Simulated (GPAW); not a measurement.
Crystal: AlNi.

```xyz
2
Lattice="2.8810 0.0000 0.0000 0.0000 2.8810 0.0000 0.0000 0.0000 2.8810" Properties=species:S:1:pos:R:3 pbc="T T T"
Ni    1.4405    1.4405    1.4405
Al    0.0000    0.0000    0.0000
```

Base run:

- Program: GPAW 26.7.0
- Functional: PW91
- Potentials or basis: PAW data sets generated in the run's folder for this functional
- Cutoff: 600 eV
- Basis: pw
- k mesh: 7 × 7 × 7
- Occupations: fermi-dirac, width 0.05 eV
- Spin: collinear spin, ferromagnetic start
- Starting moments: [1.0, 0.0] μB

Its results: pressure 2.4 GPa; net moment 0.00 μB per cell.

**Question.** The run is repeated on the same cell with these changes: functional from PW91 to LDA. What comes out?

**Answer.** Pressure -7.8 GPa; net moment 0.00 μB per cell.

LDA binds more tightly than PW91, so the same cell stands under less pressure.

Caveats: the stock nickel data set gives pressures a few GPa off other programs.
